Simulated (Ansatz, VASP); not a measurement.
Al: VASP beside Ansatz

File INCAR:

```
ALGO = Fast
EDIFF = 1E-6
ENCUT = 520
GGA = PE
ISIF = 2
ISMEAR = 0
IVDW = 12
LASPH = T
LCHARG = F
LREAL = F
LWAVE = F
NBANDS = 8
NELM = 80
PREC = Accurate
SIGMA = 0.15
```

KPOINTS

```
k-points
0
Gamma
  26 26 26
```

The input POSCAR:

```
Al
1.0
    0.0000000000      1.9913628294      1.9117083162
    1.9913628294      0.0000000000      1.9117083162
    1.9913628294      1.9913628294      0.0000000000
Al
1
Direct
    0.0000000000      0.0000000000      0.0000000000
```

Input for Ansatz:

```yaml
crystal:
  lattice:
    - [0.0, 1.9913628294, 1.9117083162]
    - [1.9913628294, 0.0, 1.9117083162]
    - [1.9913628294, 1.9913628294, 0.0]
  atoms:
    - { symbol: Al, position: [0.0, 0.0, 0.0] }
basis:
  ecutwfc: 420
kpoints:
  mp_grid: { grid: [26, 26, 26] }
hamiltonian:
  xc: pbe
  dispersion: d3bj
scf:
  occupations: { method: gaussian, width: 0.15 }
output:
  forces: true
  stress: true
  eigenvalues: true
```

Change from the starting cell: strain +0.000 along x and y, -0.040 along z, atoms carried along.

Alike in both runs: task single point; functional PBE; dispersion D3(BJ); k mesh 26 × 26 × 26; occupations gaussian, width 0.15 eV; no spin polarisation.

```csv
,VASP,Ansatz
version,VASP 6.6.1,Ansatz 0.2.0
potentials or method,"VASP PAW PBE potentials, release 64 (Al)","scalar-relativistic, plane waves, PAW"
plane-wave cutoff (eV),520,420
valence electrons in the cell,3,3
```

|  | VASP | Ansatz | Ansatz less VASP |
| --- | --- | --- | --- |
| gap on the k mesh at the Fermi level (eV) | none | none | - |
| pressure (GPa) | 4.0 | 4.0 | +0.03 |
| largest component of the traceless stress (GPa) | 2.21 | 2.20 | -0.001 |

A gap of «none» marks a metal or a gap that the smearing closes.

Caveats: pairwise dispersion overbinds metals, which lowers pressure and volume.
